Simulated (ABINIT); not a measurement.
# Beyond one shot: MgO (Fm-3m), part 3 of 4

Aim: iterate the self-energy on MgO (Fm-3m) and follow the gap from cycle to cycle.

ABINIT 10.8.3; PBE and many-body steps on it, plane waves. Known limits of the many-body steps: not at the basis limit; coarse k mesh.

So far. Step 11 (QSGW, cycle 3): Against the cycle before, the gap moves by +0.356 eV.

## (14) QSGW, cycle 4

This step: QSGW on PBE, plane waves, norm-conserving pseudopotentials.

File run.abi:

```
acell 3*1.0 Angstrom
rprim 
  -0.000000000000 2.097001392700 2.097001392700
  2.097001392700 0.000000000000 2.097001392700
  2.097001392700 2.097001392700 0.000000000000
ntypat 2
znucl 12 8
natom 2
typat 1 2
xred 
  0.000000000000 0.000000000000 0.000000000000
  0.500000000000 0.500000000000 0.500000000000
pp_dirpath "pseudos"
pseudos "Mg.upf, O.upf"
ecut 38
ngkpt 4 4 4
nshiftk 1
shiftk 0 0 0
kptopt 1
chksymbreak 0
istwfk *1
occopt 1
irdwfk 1
optdriver 4
nband 21
gwcalctyp 28
ecutsigx 38
symsigma 0
nkptgw 8
kptgw 
  0.0000000000 0.0000000000 0.0000000000
  0.2500000000 0.0000000000 0.0000000000
  0.5000000000 0.0000000000 0.0000000000
  0.2500000000 0.2500000000 0.0000000000
  0.5000000000 0.2500000000 0.0000000000
  -0.2500000000 0.2500000000 0.0000000000
  0.5000000000 0.5000000000 0.0000000000
  -0.2500000000 0.5000000000 0.2500000000
bdgw 
  1 18
  1 18
  1 18
  1 18
  1 18
  1 18
  1 18
  1 18
ecuteps 4
irdscr 1
ppmodel 1
irdqps 1
rhoqpmix 0.3
indata_prefix "in"
outdata_prefix "out"
tmpdata_prefix "tmp"
```

The run is started by

```bash
OMP_NUM_THREADS=1 mpirun -n 4 abinit run.abi > log
```

What it wrote:

```text
.Version 10.8.3 of ABINIT. v10.8.2 released Aug 2026.

 Symmetries : space group Fm -3 m (#225); Bravais cF (face-center cubic)
[... echo of the input left out ...]
== DATASET  1 ==================================================================
-   mpi_nproc: 4, omp_nthreads: 1 (-1 if OMP is not activated)

--- !DatasetInfo
iteration_state: {dtset: 1, }
dimensions: {natom: 2, nkpt: 8, mband: 21, nsppol: 1, nspinor: 1, nspden: 1, mpw: 1411, }
cutoff_energies: {ecut:  38.0, pawecutdg:  -1.0, }
[...]
.  kptgw no:  3; Maximum DeltaE = (  -1.834   0.968) for band index:  1
[...]
.  kptgw no:  7; Maximum DeltaE = (  -1.471   1.372) for band index:  1
.  kptgw no:  8; Maximum DeltaE = (   1.058   2.714) for band index:  1

== END DATASET(S) ==============================================================
================================================================================

 -outvars: echo values of variables after computation  --------
           etotal      0.0000000000E+00
            nband          21
             nkpt           8
          spgroup         225
 [... the other variables as echoed above ...]

 Calculation completed.
```

Wall time 48 s (4 MPI ranks of AMD EPYC 7571, shared host); peak memory 0.69 GiB.

Numbers from this step:

```
quasiparticle gap on the mesh                         : 8.586 eV
gap of the density functional on the mesh             : 4.895 eV
k of the valence top                                  : 0, 0, 0
k of the conduction bottom                            : 0, 0, 0
least direct quasiparticle gap on the computed points : 8.586 eV
```

Against the cycle before, the gap moves by +0.202 eV.

## (15) Screening, 4×4×4 mesh, 21 bands, screening to 108.8 eV

This step: RPA screening on PBE, plane waves, norm-conserving pseudopotentials.

File run.abi:

```
acell 3*1.0 Angstrom
rprim 
  -0.000000000000 2.097001392700 2.097001392700
  2.097001392700 0.000000000000 2.097001392700
  2.097001392700 2.097001392700 0.000000000000
ntypat 2
znucl 12 8
natom 2
typat 1 2
xred 
  0.000000000000 0.000000000000 0.000000000000
  0.500000000000 0.500000000000 0.500000000000
pp_dirpath "pseudos"
pseudos "Mg.upf, O.upf"
ecut 38
ngkpt 4 4 4
nshiftk 1
shiftk 0 0 0
kptopt 1
chksymbreak 0
istwfk *1
occopt 1
irdwfk 1
optdriver 3
nband 21
ecuteps 4
inclvkb 2
awtr 1
symchi 1
gwcalctyp 28
mbpt_sciss 4.321 eV
nqptdm 1
qptdm 
  0 0 0
indata_prefix "in"
outdata_prefix "out"
tmpdata_prefix "tmp"
```

What it wrote:

```text
.Version 10.8.3 of ABINIT. v10.8.2 released Aug 2026.

 Symmetries : space group Fm -3 m (#225); Bravais cF (face-center cubic)
[... echo of the input left out ...]
== DATASET  1 ==================================================================
-   mpi_nproc: 4, omp_nthreads: 1 (-1 if OMP is not activated)

--- !DatasetInfo
iteration_state: {dtset: 1, }
dimensions: {natom: 2, nkpt: 8, mband: 21, nsppol: 1, nspinor: 1, nspden: 1, mpw: 1411, }
cutoff_energies: {ecut:  38.0, pawecutdg:  -1.0, }
[...]
[... chi0 elements left out ...]
 For q-point:  0.000010 0.000020 0.000030
  dielectric constant =   2.5571
  dielectric constant without local fields =   2.6733

  Average fulfillment of the sum rule on Im[epsilon] for q-point    1 :     21.96  [%]
[... wings left out ...]
== END DATASET(S) ==============================================================
================================================================================

 -outvars: echo values of variables after computation  --------
           etotal      0.0000000000E+00
            nband          21
             nkpt           8
          spgroup         225
 [... the other variables as echoed above ...]

 Calculation completed.
```

Run time: 4.1 s. Hardware: 4 MPI ranks; peak memory 0.21 GiB; 16 s of CPU time.

This step gave:

| Quantity | Value |
| --- | --- |
| ε∞ with local fields, on this mesh, along the program's q direction | 2.557 |
| the same without local fields | 2.673 |
| plasma frequency | 34.59 eV |
| plane waves in the screening matrix | 59 |

This screening uses the functional's bands under a rigid shift, the mean opening of the cycle before.

## (16) Screening, 4×4×4 mesh, 21 bands, screening to 108.8 eV

This step: RPA screening on PBE from quasiparticle energies and orbitals, plane waves, norm-conserving pseudopotentials.

run.abi, as its differences from that of step 15:

```diff
@@ -29,7 +29,13 @@
 symchi 1
+irdqps 1
 gwcalctyp 28
-mbpt_sciss 4.321 eV
-nqptdm 1
+nqptdm 7
 qptdm 
-  0 0 0
+  0.2500000000 0.0000000000 0.0000000000
+  0.5000000000 0.0000000000 0.0000000000
+  0.2500000000 0.2500000000 0.0000000000
+  0.5000000000 0.2500000000 0.0000000000
+  -0.2500000000 0.2500000000 0.0000000000
+  0.5000000000 0.5000000000 0.0000000000
+  -0.2500000000 0.5000000000 0.2500000000
 indata_prefix "in"
```

File mrgscr.stdin:

```
2
merged
q0_SCR
out_SCR
1
```

The run is started by

```bash
OMP_NUM_THREADS=1 mpirun -n 4 abinit run.abi > log; mrgscr < mrgscr.stdin
```

What it wrote:

```text
.Version 10.8.3 of ABINIT. v10.8.2 released Aug 2026.

 Symmetries : space group Fm -3 m (#225); Bravais cF (face-center cubic)
[... echo of the input left out ...]
== DATASET  1 ==================================================================
-   mpi_nproc: 4, omp_nthreads: 1 (-1 if OMP is not activated)

--- !DatasetInfo
iteration_state: {dtset: 1, }
dimensions: {natom: 2, nkpt: 8, mband: 21, nsppol: 1, nspinor: 1, nspden: 1, mpw: 1411, }
cutoff_energies: {ecut:  38.0, pawecutdg:  -1.0, }
[...]
q-point number  1        q = ( 0.250000, 0.000000, 0.000000) [r.l.u.]
--------------------------------------------------------------------------------
[... chi0 elements left out ...]
  Average fulfillment of the sum rule on Im[epsilon] for q-point    2 :     50.61  [%]

--------------------------------------------------------------------------------
  q-point number  2        q = ( 0.500000, 0.000000, 0.000000) [r.l.u.]
--------------------------------------------------------------------------------
[... chi0 elements left out ...]
  Average fulfillment of the sum rule on Im[epsilon] for q-point    3 :     40.35  [%]

 [... 5 further q-points ...]
```

It took 6.4 s on 4 MPI ranks; peak memory 0.37 GiB; 25 s of CPU time.

This step gave:

```
plasma frequency                    : 34.59 eV
plane waves in the screening matrix : 59
```

This screening reads the quasiparticle levels of the cycle before.

## (17) QSGW, cycle 5

This step: QSGW on PBE, plane waves, norm-conserving pseudopotentials.

run.abi, as its differences from that of step 16:

```diff
@@ -23,12 +23,10 @@
 irdwfk 1
-optdriver 3
+optdriver 4
 nband 21
-ecuteps 4
-inclvkb 2
-awtr 1
-symchi 1
-irdqps 1
 gwcalctyp 28
-nqptdm 7
-qptdm 
+ecutsigx 38
+symsigma 0
+nkptgw 8
+kptgw 
+  0.0000000000 0.0000000000 0.0000000000
   0.2500000000 0.0000000000 0.0000000000
@@ -40,2 +38,16 @@
   -0.2500000000 0.5000000000 0.2500000000
+bdgw 
+  1 18
+  1 18
+  1 18
+  1 18
+  1 18
+  1 18
+  1 18
+  1 18
+ecuteps 4
+irdscr 1
+ppmodel 1
+irdqps 1
+rhoqpmix 0.3
 indata_prefix "in"
```

The run is started by

```bash
OMP_NUM_THREADS=1 mpirun -n 4 abinit run.abi > log
```

What it wrote:

```text
.Version 10.8.3 of ABINIT. v10.8.2 released Aug 2026.

 Symmetries : space group Fm -3 m (#225); Bravais cF (face-center cubic)
[... echo of the input left out ...]
== DATASET  1 ==================================================================
-   mpi_nproc: 4, omp_nthreads: 1 (-1 if OMP is not activated)

--- !DatasetInfo
iteration_state: {dtset: 1, }
dimensions: {natom: 2, nkpt: 8, mband: 21, nsppol: 1, nspinor: 1, nspden: 1, mpw: 1411, }
cutoff_energies: {ecut:  38.0, pawecutdg:  -1.0, }
[...]
.  kptgw no:  3; Maximum DeltaE = (   1.770   1.471) for band index:  1
[...]
.  kptgw no:  7; Maximum DeltaE = (   0.794   2.941) for band index:  1
.  kptgw no:  8; Maximum DeltaE = (  -0.205  -2.204) for band index:  1

== END DATASET(S) ==============================================================
================================================================================

 -outvars: echo values of variables after computation  --------
           etotal      0.0000000000E+00
            nband          21
             nkpt           8
          spgroup         225
 [... the other variables as echoed above ...]

 Calculation completed.
```

The job ended after 43 s (4 MPI ranks; peak memory 0.69 GiB; 2.8 min of CPU time).

Numbers from this step:

```yaml
quasiparticle_gap_on_the_mesh: 8.645 eV
gap_of_the_density_functional_on_the_mesh: 4.895 eV
k_of_the_valence_top: 0, 0, 0
k_of_the_conduction_bottom: 0, 0, 0
least_direct_quasiparticle_gap_on_the_computed_points: 8.645 eV
```

Against the cycle before, the gap moves by +0.059 eV.

## (18) Screening, 4×4×4 mesh, 21 bands, screening to 108.8 eV

This step: RPA screening on PBE, plane waves, norm-conserving pseudopotentials.

File run.abi:

```
acell 3*1.0 Angstrom
rprim 
  -0.000000000000 2.097001392700 2.097001392700
  2.097001392700 0.000000000000 2.097001392700
  2.097001392700 2.097001392700 0.000000000000
ntypat 2
znucl 12 8
natom 2
typat 1 2
xred 
  0.000000000000 0.000000000000 0.000000000000
  0.500000000000 0.500000000000 0.500000000000
pp_dirpath "pseudos"
pseudos "Mg.upf, O.upf"
ecut 38
ngkpt 4 4 4
nshiftk 1
shiftk 0 0 0
kptopt 1
chksymbreak 0
istwfk *1
occopt 1
irdwfk 1
optdriver 3
nband 21
ecuteps 4
inclvkb 2
awtr 1
symchi 1
gwcalctyp 28
mbpt_sciss 4.377 eV
nqptdm 1
qptdm 
  0 0 0
indata_prefix "in"
outdata_prefix "out"
tmpdata_prefix "tmp"
```

What it wrote:

```text
.Version 10.8.3 of ABINIT. v10.8.2 released Aug 2026.

 Symmetries : space group Fm -3 m (#225); Bravais cF (face-center cubic)
[... echo of the input left out ...]
== DATASET  1 ==================================================================
-   mpi_nproc: 4, omp_nthreads: 1 (-1 if OMP is not activated)

--- !DatasetInfo
iteration_state: {dtset: 1, }
dimensions: {natom: 2, nkpt: 8, mband: 21, nsppol: 1, nspinor: 1, nspden: 1, mpw: 1411, }
cutoff_energies: {ecut:  38.0, pawecutdg:  -1.0, }
[...]
[... chi0 elements left out ...]
 For q-point:  0.000010 0.000020 0.000030
  dielectric constant =   2.5518
  dielectric constant without local fields =   2.6675

  Average fulfillment of the sum rule on Im[epsilon] for q-point    1 :     22.00  [%]
[... wings left out ...]
== END DATASET(S) ==============================================================
================================================================================

 -outvars: echo values of variables after computation  --------
           etotal      0.0000000000E+00
            nband          21
             nkpt           8
          spgroup         225
 [... the other variables as echoed above ...]

 Calculation completed.
```

It took 4.6 s on 4 MPI ranks; peak memory 0.21 GiB; 17 s of CPU time.

Numbers from this step:

```
ε∞ with local fields, on this mesh, along the program's q direction : 2.552
the same without local fields                                       : 2.667
plasma frequency                                                    : 34.59 eV
plane waves in the screening matrix                                 : 59
```

This screening uses the functional's bands under a rigid shift, the mean opening of the cycle before.

## (19) Screening, 4×4×4 mesh, 21 bands, screening to 108.8 eV

This step: RPA screening on PBE from quasiparticle energies and orbitals, plane waves, norm-conserving pseudopotentials.

run.abi, as its differences from that of step 18:

```diff
@@ -29,7 +29,13 @@
 symchi 1
+irdqps 1
 gwcalctyp 28
-mbpt_sciss 4.377 eV
-nqptdm 1
+nqptdm 7
 qptdm 
-  0 0 0
+  0.2500000000 0.0000000000 0.0000000000
+  0.5000000000 0.0000000000 0.0000000000
+  0.2500000000 0.2500000000 0.0000000000
+  0.5000000000 0.2500000000 0.0000000000
+  -0.2500000000 0.2500000000 0.0000000000
+  0.5000000000 0.5000000000 0.0000000000
+  -0.2500000000 0.5000000000 0.2500000000
 indata_prefix "in"
```

mrgscr.stdin is that of step 16.

The run is started by

```bash
OMP_NUM_THREADS=1 mpirun -n 4 abinit run.abi > log; mrgscr < mrgscr.stdin
```

What it wrote:

```text
.Version 10.8.3 of ABINIT. v10.8.2 released Aug 2026.

 Symmetries : space group Fm -3 m (#225); Bravais cF (face-center cubic)
[... echo of the input left out ...]
== DATASET  1 ==================================================================
-   mpi_nproc: 4, omp_nthreads: 1 (-1 if OMP is not activated)

--- !DatasetInfo
iteration_state: {dtset: 1, }
dimensions: {natom: 2, nkpt: 8, mband: 21, nsppol: 1, nspinor: 1, nspden: 1, mpw: 1411, }
cutoff_energies: {ecut:  38.0, pawecutdg:  -1.0, }
[...]
q-point number  1        q = ( 0.250000, 0.000000, 0.000000) [r.l.u.]
--------------------------------------------------------------------------------
[... chi0 elements left out ...]
  Average fulfillment of the sum rule on Im[epsilon] for q-point    2 :     50.63  [%]

--------------------------------------------------------------------------------
  q-point number  2        q = ( 0.500000, 0.000000, 0.000000) [r.l.u.]
--------------------------------------------------------------------------------
[... chi0 elements left out ...]
  Average fulfillment of the sum rule on Im[epsilon] for q-point    3 :     40.35  [%]

 [... 5 further q-points ...]
```

Elapsed: 7.6 s, on 4 MPI ranks; peak memory 0.37 GiB.

Numbers from this step:

| Quantity | Value |
| --- | --- |
| plasma frequency | 34.59 eV |
| plane waves in the screening matrix | 59 |

This screening reads the quasiparticle levels of the cycle before.

## (20) QSGW, cycle 6

This step: QSGW on PBE, plane waves, norm-conserving pseudopotentials.

run.abi, as its differences from that of step 19:

```diff
@@ -23,12 +23,10 @@
 irdwfk 1
-optdriver 3
+optdriver 4
 nband 21
-ecuteps 4
-inclvkb 2
-awtr 1
-symchi 1
-irdqps 1
 gwcalctyp 28
-nqptdm 7
-qptdm 
+ecutsigx 38
+symsigma 0
+nkptgw 8
+kptgw 
+  0.0000000000 0.0000000000 0.0000000000
   0.2500000000 0.0000000000 0.0000000000
@@ -40,2 +38,16 @@
   -0.2500000000 0.5000000000 0.2500000000
+bdgw 
+  1 18
+  1 18
+  1 18
+  1 18
+  1 18
+  1 18
+  1 18
+  1 18
+ecuteps 4
+irdscr 1
+ppmodel 1
+irdqps 1
+rhoqpmix 0.3
 indata_prefix "in"
```

The run is started by

```bash
OMP_NUM_THREADS=1 mpirun -n 4 abinit run.abi > log
```

What it wrote:

```text
.Version 10.8.3 of ABINIT. v10.8.2 released Aug 2026.

 Symmetries : space group Fm -3 m (#225); Bravais cF (face-center cubic)
[... echo of the input left out ...]
== DATASET  1 ==================================================================
-   mpi_nproc: 4, omp_nthreads: 1 (-1 if OMP is not activated)

--- !DatasetInfo
iteration_state: {dtset: 1, }
dimensions: {natom: 2, nkpt: 8, mband: 21, nsppol: 1, nspinor: 1, nspden: 1, mpw: 1411, }
cutoff_energies: {ecut:  38.0, pawecutdg:  -1.0, }
[...]
.  kptgw no:  3; Maximum DeltaE = (   1.346   1.242) for band index:  1
[...]
.  kptgw no:  7; Maximum DeltaE = (   2.471   0.519) for band index:  1
.  kptgw no:  8; Maximum DeltaE = (   1.859  -0.077) for band index:  1

== END DATASET(S) ==============================================================
================================================================================

 -outvars: echo values of variables after computation  --------
           etotal      0.0000000000E+00
            nband          21
             nkpt           8
          spgroup         225
 [... the other variables as echoed above ...]

 Calculation completed.
```

The job ended after 47 s (4 MPI ranks; peak memory 0.69 GiB; 3.1 min of CPU time).

Numbers from this step:

```yaml
quasiparticle_gap_on_the_mesh: 8.625 eV
gap_of_the_density_functional_on_the_mesh: 4.895 eV
k_of_the_valence_top: 0, 0, 0
k_of_the_conduction_bottom: 0, 0, 0
least_direct_quasiparticle_gap_on_the_computed_points: 8.625 eV
```

Against the cycle before, the gap moves by −0.020 eV.

## (21) Screening, 4×4×4 mesh, 21 bands, screening to 108.8 eV

This step: RPA screening on PBE, plane waves, norm-conserving pseudopotentials.

File run.abi:

```
acell 3*1.0 Angstrom
rprim 
  -0.000000000000 2.097001392700 2.097001392700
  2.097001392700 0.000000000000 2.097001392700
  2.097001392700 2.097001392700 0.000000000000
ntypat 2
znucl 12 8
natom 2
typat 1 2
xred 
  0.000000000000 0.000000000000 0.000000000000
  0.500000000000 0.500000000000 0.500000000000
pp_dirpath "pseudos"
pseudos "Mg.upf, O.upf"
ecut 38
ngkpt 4 4 4
nshiftk 1
shiftk 0 0 0
kptopt 1
chksymbreak 0
istwfk *1
occopt 1
irdwfk 1
optdriver 3
nband 21
ecuteps 4
inclvkb 2
awtr 1
symchi 1
gwcalctyp 28
mbpt_sciss 4.358 eV
nqptdm 1
qptdm 
  0 0 0
indata_prefix "in"
outdata_prefix "out"
tmpdata_prefix "tmp"
```

What it wrote:

```text
.Version 10.8.3 of ABINIT. v10.8.2 released Aug 2026.

 Symmetries : space group Fm -3 m (#225); Bravais cF (face-center cubic)
[... echo of the input left out ...]
== DATASET  1 ==================================================================
-   mpi_nproc: 4, omp_nthreads: 1 (-1 if OMP is not activated)

--- !DatasetInfo
iteration_state: {dtset: 1, }
dimensions: {natom: 2, nkpt: 8, mband: 21, nsppol: 1, nspinor: 1, nspden: 1, mpw: 1411, }
cutoff_energies: {ecut:  38.0, pawecutdg:  -1.0, }
[...]
[... chi0 elements left out ...]
 For q-point:  0.000010 0.000020 0.000030
  dielectric constant =   2.5536
  dielectric constant without local fields =   2.6694

  Average fulfillment of the sum rule on Im[epsilon] for q-point    1 :     21.99  [%]
[... wings left out ...]
== END DATASET(S) ==============================================================
================================================================================

 -outvars: echo values of variables after computation  --------
           etotal      0.0000000000E+00
            nband          21
             nkpt           8
          spgroup         225
 [... the other variables as echoed above ...]

 Calculation completed.
```

It took 4.7 s on 4 MPI ranks; peak memory 0.21 GiB.

Numbers from this step:

```yaml
eps_infinity_with_local_fields_on_this_mesh_along_the_program_s_q_direction: 2.554
the_same_without_local_fields: 2.669
plasma_frequency: 34.59 eV
plane_waves_in_the_screening_matrix: 59
```

This screening uses the functional's bands under a rigid shift, the mean opening of the cycle before.

## (22) Screening, 4×4×4 mesh, 21 bands, screening to 108.8 eV

This step: RPA screening on PBE from quasiparticle energies and orbitals, plane waves, norm-conserving pseudopotentials.

run.abi, as its differences from that of step 21:

```diff
@@ -29,7 +29,13 @@
 symchi 1
+irdqps 1
 gwcalctyp 28
-mbpt_sciss 4.358 eV
-nqptdm 1
+nqptdm 7
 qptdm 
-  0 0 0
+  0.2500000000 0.0000000000 0.0000000000
+  0.5000000000 0.0000000000 0.0000000000
+  0.2500000000 0.2500000000 0.0000000000
+  0.5000000000 0.2500000000 0.0000000000
+  -0.2500000000 0.2500000000 0.0000000000
+  0.5000000000 0.5000000000 0.0000000000
+  -0.2500000000 0.5000000000 0.2500000000
 indata_prefix "in"
```

mrgscr.stdin is that of step 19.

The run is started by

```bash
OMP_NUM_THREADS=1 mpirun -n 4 abinit run.abi > log; mrgscr < mrgscr.stdin
```

What it wrote:

```text
.Version 10.8.3 of ABINIT. v10.8.2 released Aug 2026.

 Symmetries : space group Fm -3 m (#225); Bravais cF (face-center cubic)
[... echo of the input left out ...]
== DATASET  1 ==================================================================
-   mpi_nproc: 4, omp_nthreads: 1 (-1 if OMP is not activated)

--- !DatasetInfo
iteration_state: {dtset: 1, }
dimensions: {natom: 2, nkpt: 8, mband: 21, nsppol: 1, nspinor: 1, nspden: 1, mpw: 1411, }
cutoff_energies: {ecut:  38.0, pawecutdg:  -1.0, }
[...]
q-point number  1        q = ( 0.250000, 0.000000, 0.000000) [r.l.u.]
--------------------------------------------------------------------------------
[... chi0 elements left out ...]
  Average fulfillment of the sum rule on Im[epsilon] for q-point    2 :     50.71  [%]

--------------------------------------------------------------------------------
  q-point number  2        q = ( 0.500000, 0.000000, 0.000000) [r.l.u.]
--------------------------------------------------------------------------------
[... chi0 elements left out ...]
  Average fulfillment of the sum rule on Im[epsilon] for q-point    3 :     40.43  [%]

 [... 5 further q-points ...]
```

The job ended after 8 s (4 MPI ranks; peak memory 0.37 GiB).

This step gave:

| Property | Result |
| --- | --- |
| plasma frequency | 34.59 eV |
| plane waves in the screening matrix | 59 |

This screening reads the quasiparticle levels of the cycle before.

[end of part 3 of 4]

[Paths, hosts, dates, memory and timing lines, banners, echoed tables and standing remarks are left out of the program output.]

[Logs are printed without paths, hosts, clocks, repeated set-up lines and the standing remarks that a program may print on its own settings, such as how far it seeks lower states.]

[Runs of the session that timed out or met a known fault of the program may be left out.]

[Hosts, paths, dates, database ids (printed as entryN), source tags and the programs' standing remarks are cut or masked in the printed files.]

[G0W0 gaps are taken among the corrected bands and points alone; a level outside them can change the order at an edge.]

[Where Ansatz stands beside ABINIT at settings called matched, ABINIT's density can come from a denser mesh and the files from another edition; pairs whose starting gaps differed by over 0.03 eV were left out, so agreement reads better than it is.]
